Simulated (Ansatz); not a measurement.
## Gaps and decay in WS2/WSe2 stacks

Wanted: band edges and complex bands along the stacking of WS2/WSe2. The crystals are WS2 2H layers and WSe2 2H layers, on a common net of side 3.17 Å (+0.0 % and -3.9 % against typed lattice constants near PBE's). Layer spacings come from each crystal relaxed along the normal on that net, and the joins take the mean spacing. The stacks are then relaxed. The first steps treat the bulk crystals alone.

Method: PBE+D3(BJ) DFT, plane waves, PAW files, in the first sound run; inputs show where later runs differ, in Ansatz 0.2.0.

## 1. Set-up

It takes space group P6_3/mmc (No. 194, hexagonal). The conventional cell has a = 3.170 Å, b = 3.170 Å, c = 12.400 Å, α = 90.00°, β = 90.00°, γ = 120.00°. Nearest to S lie 3 W at 2.41 Å. W has 6 S at 2.41 Å nearest. Farther neighbours and most contacts between anions are not listed.

## 2. Relaxing along the normal, strain 0, crystal WS2 2H layers

The crystal is held to the common net and relaxed along the normal.

input.yaml reads:

```yaml
crystal:
  lattice:
    - [3.17, 0.0, 0.0]
    - [-1.585, 2.74530053, 0.0]
    - [0.0, 0.0, 12.4]
  atoms:
    - { symbol: S, position: [0.3333333333, 0.6666666667, 0.0] }
    - { symbol: W, position: [0.0, 0.0, 0.1266129032] }
    - { symbol: S, position: [0.3333333333, 0.6666666667, 0.2532258065] }
    - { symbol: S, position: [0.0, 0.0, 0.5] }
    - { symbol: W, position: [0.3333333333, 0.6666666667, 0.6266129032] }
    - { symbol: S, position: [0.0, 0.0, 0.7532258065] }
kpoints:
  mp_grid: { grid: [8, 8, 2] }
scf:
  occupations: { method: fixed }
  max_iter: 120
hamiltonian:
  xc: pbe
  dispersion: d3bj
output: {}
relax:
  f_tol: 0.01
  max_steps: 40
  cell: { fix: [a, b, angles] }
```

Launch:

```
> ansatz run input.yaml --threads 4 --pin off --max-ram 10240MiB --backend cpu --events-out ev --progress --plain --runs-dir out
```

Numbers of over 12 decimals in the logs are rounded to 6 here.

The program printed:

```text
Engine: ansatz 0.2.0, x86_64-unknown-linux-gnu
Pseudopotentials: kind: paw
Pseudopotential: S, paw, valence charge 6, recommended cutoff 420 eV (normal), S.paw.azcp
Pseudopotential: W, paw, valence charge 14, recommended cutoff 420 eV (normal), W.paw.azcp
Functional definition: PBE
  parameter kappa = 0.804
  parameter beta = 0.066725
  exchange = pbe_x(kappa = kappa, mu = beta*pi^2/3)
  correlation = pbe_c(beta = beta)
Crystal: 6 atoms, lattice volume = 107.912 Å³
Basis set: ecut = 420 eV, 2081 PW (Γ), exchange–correlation on 48×48×180 points (8 copies of the dense FFT grid, shifted against one another)
Bands: 32, of which v1, the nominal top of the filled ones, is band 26 counted from 1 (25 counted from 0)
Symmetry: 24 space group operations
Space group: P63/mmc (ITA 194), of the structure as read, at distance tolerance 4.8e-5 Å
k-points: 20 of 128
Non-local potential: S, projectors of the file, l = 0: 2, l = 1: 2, l = 2: 2
Non-local potential: W, projectors of the file, l = 0: 3, l = 1: 2, l = 2: 2, l = 3: 1
PAW form: soft (Blöchl's): semilocal exchange-correlation on the pseudo side does not see the compensation charge
PAW one-centre angular grid: S, 110 points (default); XC on 64 Gauss nodes
PAW one-centre angular grid: W, 590 points (default); XC on 64 Gauss nodes
Initial density: superposition of atomic densities (neutral atoms: chi_scale 0, normalization atom), corrected by the library's trained network
Initial wavefunctions: pseudopotential atomic-orbital guess
Functional: x = pbe(κ = 0.804, μ = 0.219515), c = pbe(β = 0.066725)
SCF iter   1: F=—  HF=-24385.295199 eV  |F-HF|=—  |Δ(HF+E_count)|=         —  Δρ=5.10e-3  dr2=1.40e-2  ethr=1.77e-3  ⟨swp⟩=5.0  Hψ=2569  notcnv=0  defer=56
preconditioner: auto → Resta (q_TF=auto, 2.416 Å⁻¹)  ε∞=7.5  [insulator: Δε(μ)=1.145 eV  Ē_g=8.396 eV  n_scr=26 (ndim 8)  ℏωp=21.4 eV  f_vac=0.018  ε∞_Penn≈7.5]
SCF iter   2: F=—  HF=-24385.300207 eV  |F-HF|=—  |Δ(HF+E_count)|=   5.01e-3  Δρ=2.76e-3  dr2=2.17e-3  ethr=2.68e-5  ⟨swp⟩=2.1  Hψ=1076  notcnv=0  defer=76
SCF iter   3: F=—  HF=-24385.304042 eV  |F-HF|=—  |Δ(HF+E_count)|=   3.83e-3  Δρ=1.14e-3  dr2=4.33e-4  ethr=4.18e-6  ⟨swp⟩=2.1  Hψ=937  notcnv=0  defer=78
SCF iter   4: F=—  HF=-24385.304852 eV  |F-HF|=—  |Δ(HF+E_count)|=   8.10e-4  Δρ=6.66e-5  dr2=6.66e-6  ethr=8.33e-7  ⟨swp⟩=2.0  Hψ=991  notcnv=0  defer=78
SCF iter   5: F=—  HF=-24385.304957 eV  |F-HF|=—  |Δ(HF+E_count)|=   1.05e-4  Δρ=1.57e-5  dr2=3.04e-7  ethr=1.28e-8  ⟨swp⟩=2.1  Hψ=932  notcnv=0  defer=26
SCF iter   6: F=-24385.304957 eV  HF=-24385.304957 eV  |F-HF|=2.44e-8  |Δ(HF+E_count)|=   1.25e-7  Δρ=5.08e-6  dr2=4.03e-8  ethr=1.92e-10  ⟨swp⟩=4.5  Hψ=2162  notcnv=0
SCF 1 converged in 6 iterations: F = -24385.304957 eV  dr2 = 4.03e-8
  greatest PAW one-centre occupation: 1.000 electrons in one spin orbital (limit 2), on the W atom at site 4 (counted from 0), in its partial waves of l = 0
relax step   1: F+E_penalty+E_count = -24385.30495681 eV  Δ(F+E_penalty+E_count) = +0.000e0 eV  max|allowed force component| = 3.837e-2 eV/Å  Δτ_max = 0.0000 Å  P = -1.297 GPa  Ω = 107.912 Å³  fix = [a, b, alpha, beta, gamma]  reactions: a -1.518, b -1.518 GPa  (6 SCF iters, dr2 threshold 1.00e-7 eV, accepted)
Crystal: 6 atoms, lattice volume = 104.189 Å³
Basis set: ecut = 420 eV, 2045 PW (Γ), exchange–correlation on 48×48×180 points (8 copies of the dense FFT grid, shifted against one another)
Initial density: handed on by an earlier stage of this run
Initial wavefunctions: those handed on with the density
iter 1 solved again at ethr=2.40e-5 eV; its pass at ethr=3.10e-3 eV (dr2=1.25e-2 eV) is discarded
SCF iter   1: F=—  HF=-24385.313555 eV  |F-HF|=—  |Δ(HF+E_count)|=         —  Δρ=4.26e-3  dr2=1.24e-2  ethr=2.40e-5  ⟨swp⟩=2.5  Hψ=3211  notcnv=0  defer=41
automatic band count: iteration 1 solves 30 bands in place of 32: the levels show a gap, and the empty bands left out lie too high to hold charge; the band table lists the bands solved (type scf.n_extra_bands for more)
preconditioner: auto → Resta (q_TF=auto, 2.430 Å⁻¹)  ε∞=8.2  [insulator: Δε(μ)=0.957 eV  Ē_g=8.144 eV  n_scr=26 (ndim 8)  ℏωp=21.8 eV  f_vac=0.005  ε∞_Penn≈8.2]
SCF iter   2: F=—  HF=-24385.311725 eV  |F-HF|=—  |Δ(HF+E_count)|=   1.83e-3  Δρ=2.35e-3  dr2=4.11e-3  ethr=2.39e-5  ⟨swp⟩=1.1  Hψ=608  notcnv=0  defer=24
SCF iter   3: F=—  HF=-24385.311309 eV  |F-HF|=—  |Δ(HF+E_count)|=   4.16e-4  Δρ=4.81e-4  dr2=3.56e-4  ethr=7.90e-6  ⟨swp⟩=2.2  Hψ=883  notcnv=0  defer=40
SCF iter   4: F=—  HF=-24385.311341 eV  |F-HF|=—  |Δ(HF+E_count)|=   3.16e-5  Δρ=1.98e-4  dr2=9.35e-5  ethr=6.85e-7  ⟨swp⟩=2.0  Hψ=849  notcnv=0  defer=22
SCF iter   5: F=—  HF=-24385.311375 eV  |F-HF|=—  |Δ(HF+E_count)|=   3.40e-5  Δρ=5.86e-5  dr2=6.93e-6  ethr=1.80e-7  ⟨swp⟩=2.0  Hψ=867  notcnv=0  defer=24
SCF iter   6: F=-24385.311382 eV  HF=-24385.311382 eV  |F-HF|=3.55e-7  |Δ(HF+E_count)|=   6.99e-6  Δρ=9.81e-6  dr2=1.10e-7  ethr=1.15e-9  ⟨swp⟩=4.0  Hψ=2684  notcnv=0
SCF 2 converged in 6 iterations: F = -24385.311382 eV  dr2 = 1.10e-7
relax step   2: F+E_penalty+E_count = -24385.31138221 eV  Δ(F+E_penalty+E_count) = -6.425e-3 eV  max|allowed force component| = 7.599e-2 eV/Å  Δτ_max = 0.0567 Å  P = -0.996 GPa  Ω = 104.189 Å³  energy of the carried Pulay correction = +6.586e-4 eV  fix = [a, b, alpha, beta, gamma]  reactions: a -1.618, b -1.618 GPa  (6 SCF iters, dr2 threshold 6.00e-7 eV, accepted)
Crystal: 6 atoms, lattice volume = 105.736 Å³
iter 1 solved again at ethr=5.23e-6 eV; its pass at ethr=3.10e-3 eV (dr2=2.72e-3 eV) is discarded
SCF iter   1: F=—  HF=-24385.315371 eV  |F-HF|=—  |Δ(HF+E_count)|=         —  Δρ=1.96e-3  dr2=2.70e-3  ethr=5.23e-6  ⟨swp⟩=2.5  Hψ=3167  notcnv=0  defer=40
automatic band count: iteration 1 solves 30 bands in place of 32: the levels show a gap, and the empty bands left out lie too high to hold charge; the band table lists the bands solved (type scf.n_extra_bands for more)
preconditioner: auto → Resta (q_TF=auto, 2.424 Å⁻¹)  ε∞=8.1  [insulator: Δε(μ)=1.049 eV  Ē_g=8.132 eV  n_scr=26 (ndim 8)  ℏωp=21.7 eV  f_vac=0.013  ε∞_Penn≈8.1]
SCF iter   2: F=—  HF=-24385.314968 eV  |F-HF|=—  |Δ(HF+E_count)|=   4.04e-4  Δρ=1.06e-3  dr2=8.81e-4  ethr=5.19e-6  ⟨swp⟩=1.4  Hψ=647  notcnv=0  defer=25
SCF iter   3: F=—  HF=-24385.314901 eV  |F-HF|=—  |Δ(HF+E_count)|=   6.70e-5  Δρ=2.55e-4  dr2=1.02e-4  ethr=1.69e-6  ⟨swp⟩=2.0  Hψ=887  notcnv=0  defer=11
SCF iter   4: F=—  HF=-24385.314977 eV  |F-HF|=—  |Δ(HF+E_count)|=   7.64e-5  Δρ=1.00e-4  dr2=1.89e-5  ethr=1.96e-7  ⟨swp⟩=2.0  Hψ=845  notcnv=0  defer=2
SCF iter   5: F=—  HF=-24385.314988 eV  |F-HF|=—  |Δ(HF+E_count)|=   1.06e-5  Δρ=2.22e-5  dr2=1.28e-6  ethr=3.64e-8  ⟨swp⟩=2.0  Hψ=890  notcnv=0  defer=2
SCF iter   6: F=-24385.314989 eV  HF=-24385.314989 eV  |F-HF|=1.78e-8  |Δ(HF+E_count)|=   1.53e-6  Δρ=6.74e-6  dr2=6.44e-8  ethr=6.94e-10  ⟨swp⟩=5.0  Hψ=2411  notcnv=0
SCF 3 converged in 6 iterations: F = -24385.314989 eV  dr2 = 6.44e-8
relax step   3: F+E_penalty+E_count = -24385.31498934 eV  Δ(F+E_penalty+E_count) = -3.607e-3 eV  max|allowed force component| = 2.551e-2 eV/Å  Δτ_max = 0.0263 Å  P = -0.930 GPa  Ω = 105.736 Å³  energy of the carried Pulay correction = +3.822e-4 eV  fix = [a, b, alpha, beta, gamma]  reactions: a -1.432, b -1.432 GPa  (6 SCF iters, dr2 threshold 3.61e-7 eV, accepted)
[...]
relax step   4: F+E_penalty+E_count = -24385.31520194 eV  Δ(F+E_penalty+E_count) = -2.126e-4 eV  max|allowed force component| = 1.043e-3 eV/Å  Δτ_max = 0.0043 Å  P = -0.997 GPa  Ω = 105.514 Å³  energy of the carried Pulay correction = +4.217e-4 eV  fix = [a, b, alpha, beta, gamma]  reactions: a -1.494, b -1.494 GPa  (5 SCF iters, dr2 threshold 4.07e-8 eV, accepted)
Initial wavefunctions: pseudopotential atomic-orbital guess (no wavefunctions were taken with the density)
iter 1 solved again at ethr=9.85e-8 eV; its pass at ethr=3.10e-3 eV (dr2=5.12e-5 eV) is discarded
SCF iter   1: F=—  HF=-24385.314731 eV  |F-HF|=—  |Δ(HF+E_count)|=         —  Δρ=4.55e-5  dr2=3.21e-7  ethr=9.85e-8  ⟨swp⟩=3.3  Hψ=4207  notcnv=0  defer=80
preconditioner: auto → Resta (q_TF=auto, 2.425 Å⁻¹)  ε∞=7.6  [insulator: Δε(μ)=1.033 eV  Ē_g=8.434 eV  n_scr=26 (ndim 8)  ℏωp=21.7 eV  f_vac=0.010  ε∞_Penn≈7.6]
SCF iter   2: F=—  HF=-24385.314783 eV  |F-HF|=—  |Δ(HF+E_count)|=   5.20e-5  Δρ=2.38e-5  dr2=9.03e-8  ethr=6.17e-10  ⟨swp⟩=2.1  Hψ=1093  notcnv=0  defer=56
SCF iter   3: F=—  HF=-24385.314783 eV  |F-HF|=—  |Δ(HF+E_count)|=   8.00e-8  Δρ=1.47e-6  dr2=2.07e-9  ethr=1.74e-10  ⟨swp⟩=2.0  Hψ=1109  notcnv=0  defer=56
SCF iter   4: F=—  HF=-24385.314783 eV  |F-HF|=—  |Δ(HF+E_count)|=   2.86e-9  Δρ=4.46e-7  dr2=4.36e-10  ethr=3.99e-12  ⟨swp⟩=2.0  Hψ=926  notcnv=0  defer=56
SCF iter   5: F=—  HF=-24385.314783 eV  |F-HF|=—  |Δ(HF+E_count)|=  6.91e-10  Δρ=2.07e-7  dr2=7.35e-11  ethr=1.00e-12  ⟨swp⟩=2.0  Hψ=949  notcnv=0  defer=56
SCF iter   6: F=-24385.314783 eV  HF=-24385.314783 eV  |F-HF|=3.64e-11  |Δ(HF+E_count)|=  1.46e-11  Δρ=1.04e-7  dr2=2.76e-11  ethr=1.00e-12  ⟨swp⟩=5.0  Hψ=2206  notcnv=0
SCF 5 converged in 6 iterations: F = -24385.314783 eV  dr2 = 2.76e-11
relax step   5: F+E_penalty+E_count = -24385.31478289 eV  Δ(F+E_penalty+E_count) = +4.190e-4 eV  max|allowed force component| = 1.152e-3 eV/Å  Δτ_max = 0.0000 Å  P = -0.998 GPa  Ω = 105.514 Å³  fix = [a, b, alpha, beta, gamma]  reactions: a -1.494, b -1.494 GPa  stress off target by 6.46e-3 GPa on what of the cell is left free  SCF on the basis re-selected at this cell (its energy is not comparable with the rows above)  (6 SCF iters)
basis re-selected at this cell: Δ(F+E_penalty+E_count) = +4.190e-4 eV, ΔP = -0.001 GPa vs the last step (what re-selecting the basis moved, of the pressure what is left beyond the Pulay correction that the steps carried, after the strain that the cell walked since its last selection, with what the two solves' SCF thresholds leave and, on support functions, any second-order correction that the steps lacked; it is no m [...]
SCF converged after 6 iterations
Free energy (F): -24385.314783 eV
Harris-Foulkes:  -24385.314783 eV  (|F-HF|=3.64e-11)
Internal energy: -24385.314783 eV  (E = F + TS)
E sigma→0 (E₀):  -24385.314783 eV
Fermi energy:    11.964760 eV
--- Per-component energies (eV) ---
  E_band       = -364.417536
  E_kinetic    = 1333.468874
  E_local      = -3366.237571  (includes V_loc(G=0)·N_el)
  E_nonlocal   = 114.783756
  E_hartree    = 1327.266062
  E_xc         = -924.793988
  E_vxc        = -830.757663  (∫ρ·V_xc dr)
  E_paw        = -19526.277340  (= ΣΔE_a)
  E_vpaw       = -270.206644  (= ΣTr[D̂ρ^β])
  E_aug_tail   = -0.000122  (compensation charges beyond the density's cutoff)
  E_ewald      = -3340.936528
  E_disp       = -2.587926  (pairwise vdW)
  E_smearing   = -0.000000  (= −TS)
  E_closure    = -0.000000  (closes the sum)
  Σ components = -24385.314783   (vs F -24385.314783, Δ=0.00e0)
--- Forces (eV/Å), atoms counted from 1 ---
  atom   1  S      0.00000000    -0.00000000    -0.00115159
  atom   2  W      0.00000000     0.00000000     0.00000000
  atom   3  S     -0.00000000    -0.00000000     0.00115159
  atom   4  S     -0.00000000    -0.00000000    -0.00115159
  atom   5  W     -0.00000000    -0.00000000     0.00000000
  atom   6  S     -0.00000000    -0.00000000     0.00115159
  max |Σ_I F_I| component: 9.25e-18 eV/Å
--- Stress (GPa, compression-positive) ---
       -1.493799       0.000000       0.000000
       -0.000000      -1.493799       0.000000
        0.000000       0.000000      -0.006464
  P = ⅓ Tr σ = -0.9980 GPa (-9.980 kbar)
--- Relaxed structure (4 steps of the walk, 4 accepted, 1 SCFs on fresh bases) ---
  F+E_penalty+E_count = -24385.31478289 eV   max|allowed force component| = 1.152e-3 eV/Å   (the final SCF, on the basis selected at the relaxed cell)
  cell:  # Å, volume = 105.5137 Å³
    - [3.170000, 0, 0.0]
    - [-1.585000, 2.745301, 0.0]
    - [0.0, 0.0, 12.124383]
  atoms:
    - { symbol: S, position: [0.333333, 0.666667, -0.00279657] }
    - { symbol: W, position: [9.25185853962003e-18, -5.08852219630634e-17, 0.126613] }
    - { symbol: S, position: [0.333333, 0.666667, 0.256022] }
    - { symbol: S, position: [9.25185853962003e-18, -5.08852219630634e-17, 0.497203] }
    - { symbol: W, position: [0.333333, 0.666667, 0.626613] }
    - { symbol: S, position: [9.25185853962003e-18, -5.08852219630634e-17, 0.756022] }
```

Run time: 1.6 s. Hardware: 4 threads of AMD EPYC 9R45, shared host; peak memory 0.51 GiB; 5.5 s of CPU time.

Relaxation path:

| step | energy less that of the first step (eV) | largest force component (eV/Å) | pressure (GPa) | volume (Å³) |
| --- | --- | --- | --- | --- |
| 1 | 0.0000 | 0.0384 | -1.30 | 107.91 |
| 2 | -0.0064 | 0.0760 | -1.00 | 104.19 |
| 3 | -0.0100 | 0.0255 | -0.93 | 105.74 |
| 4 | -0.0102 | 0.0010 | -1.00 | 105.51 |
| 5* | -0.0098 | 0.0012 | -1.00 | 105.51 |

Relaxation steps marked * repeat the geometry before them on a plane-wave basis chosen anew for their cell, so energy and pressure can jump there.

The run keeps the 24 symmetry operations that it works with, so distortions that break them were not tested.

| conventional cell, symmetrised | before | after | change |
| --- | --- | --- | --- |
| a (Å) | 3.170 | 3.170 | +0.0 % |
| b (Å) | 3.170 | 3.170 | +0.0 % |
| c (Å) | 12.400 | 12.124 | -2.2 % |
| volume (Å³/atom) | 17.99 | 17.59 | -2.2 % |

The atoms that moved most (Å, as changes of fractional coordinates times the final cell):

| atom | dx | dy | dz | length |
| --- | --- | --- | --- | --- |
| S3 | 0.000 | 0.000 | 0.034 | 0.034 |
| S6 | 0.000 | 0.000 | 0.034 | 0.034 |
| S1 | 0.000 | 0.000 | -0.034 | 0.034 |
| S4 | 0.000 | 0.000 | -0.034 | 0.034 |

Final coordinates:

```xyz
6
Lattice="3.1700 0.0000 0.0000 -1.5850 2.7453 0.0000 0.0000 0.0000 12.1244" Properties=species:S:1:pos:R:3 pbc="T T T"
S     0.0000    1.8302   -0.0339
W     0.0000    0.0000    1.5351
S     0.0000    1.8302    3.1041
S     0.0000    0.0000    6.0283
W     0.0000    1.8302    7.5973
S     0.0000    0.0000    9.1663
```

Numbers from this step:

| Quantity | Value |
| --- | --- |
| free energy | -24385.3148 eV |
| Fermi energy | 11.96 eV |
| pressure | -0.9980 GPa |

The relaxation ends with a largest force component of 0.0012 eV/Å.

## 3. Band edges, strain 0, crystal WS2 2H layers

This step: PBE DFT, plane waves, PAW files (Ansatz 0.2.0).

The band edges of this cell are searched, off the mesh as well.

input.yaml reads:

```yaml
crystal:
  lattice:
    - [3.17, 0.0, 0.0]
    - [-1.585, 2.74530053, 0.0]
    - [0.0, 0.0, 12.1243827361]
  atoms:
    - { symbol: S, position: [0.3333333333, 0.6666666667, -0.0027965736] }
    - { symbol: W, position: [0.0, 0.0, 0.1266129032] }
    - { symbol: S, position: [0.3333333333, 0.6666666667, 0.25602238] }
    - { symbol: S, position: [0.0, 0.0, 0.4972034264] }
    - { symbol: W, position: [0.3333333333, 0.6666666667, 0.6266129032] }
    - { symbol: S, position: [0.0, 0.0, 0.75602238] }
kpoints:
  mp_grid: { grid: [12, 12, 2] }
  band_path: { path: [VBM, CBM], npoints: 24 }
scf:
  occupations: { method: fixed }
  max_iter: 120
hamiltonian:
  xc: pbe
output:
  eigenvalues: true
checkpoint:
  write: WS2.run
  compress: false
  write_wavefunctions: false
```

The program printed:

```text
[...]
Crystal: 6 atoms, lattice volume = 105.514 Å³
Basis set: ecut = 420 eV, 2045 PW (Γ)
Bands: 32, of which v1, the nominal top of the filled ones, is band 26 counted from 1 (25 counted from 0)
Symmetry: 24 space group operations
[...]
k-points: 38 of 288
[...]
SCF iter   1: F=—  HF=-24382.716751 eV  |F-HF|=—  |Δ(HF+E_count)|=         —  Δρ=5.04e-3  dr2=9.70e-3  ethr=1.77e-3  ⟨swp⟩=5.0  Hψ=4866  notcnv=0  defer=117
[...]
SCF iter   6: F=-24382.727099 eV  HF=-24382.727099 eV  |F-HF|=7.16e-8  |Δ(HF+E_count)|=   7.32e-7  Δρ=8.54e-6  dr2=8.55e-8  ethr=1.92e-10  ⟨swp⟩=7.6  Hψ=5189  notcnv=0
SCF 1 converged in 6 iterations: F = -24382.727099 eV  dr2 = 8.55e-8
[...]
NSCF: frozen V_eff on 28 k-points
[...]
SCF converged after 6 iterations
Free energy (F): -24382.727099 eV
[...]
Internal energy: -24382.727099 eV  (E = F + TS)
E sigma→0 (E₀):  -24382.727099 eV
Fermi energy:    11.964853 eV
[...]
--- Band table (eV; the first three rows and the last of 38) ---
  k-point 0: bands = [... 22 lower, 9.6624, 10.5586, 10.7081, 11.9649, 14.1378, 14.1378, 14.1498, 14.1498, ... 2 higher]
  k-point 1: bands = [... 22 lower, 9.6279, 9.6279, 11.6671, 11.6671, 14.1259, 14.1259, 14.1259, 14.1259, ... 2 higher]
  k-point 2: bands = [... 22 lower, 9.6731, 10.6628, 10.7201, 11.7090, 14.0416, 14.0470, 14.0579, 14.1090, ... 2 higher]
  k-point 37: bands = [... 22 lower, 8.7987, 8.7987, 11.2151, 11.2151, 13.1097, 13.1097, 14.4633, 14.4633, ... 2 higher]
```

Wall time 1.6 s (4 threads); peak memory 0.5 GiB.

Reading the cycles: dr2 is the Hartree energy of the density residual (eV), the measure of convergence; HF is the Harris–Foulkes estimate of the energy, which meets the free energy F at convergence.

This step gave:

- free energy: -24382.7271 eV
- gap on the k-mesh: 0.8845 eV
- gap on path: 0.8780 eV, by band count; negative where bands overlap
- edge places on path: 0, 0.6917 1/A along the path

The electronic bands at the labelled points (eV, zero at the Fermi level (highest filled level under fixed occupations); v1 is the highest filled band, c1 the lowest empty one):

| point | v4 | v3 | v2 | v1 | c1 | c2 | c3 | c4 |
| --- | --- | --- | --- | --- | --- | --- | --- | --- |
| VBM | -2.30 | -1.41 | -1.26 | 0.00 | 2.17 | 2.17 | 2.18 | 2.18 |
| halfway | -2.22 | -1.34 | -1.27 | -0.76 | 1.54 | 1.92 | 1.94 | 2.12 |
| CBM | -2.18 | -2.00 | -1.64 | -1.58 | 0.88 | 1.79 | 2.00 | 2.08 |

The searched edges give 0.878 eV, against 0.885 eV on the mesh.

(Part 1 of 5 ends here.)

[Logs are printed without paths, hosts, clocks, repeated set-up lines and the standing remarks that a program may print on its own settings, such as how far it seeks lower states.]

[Hosts, paths, dates, database ids (printed as entryN), source tags and the programs' standing remarks are cut or masked in the printed files.]
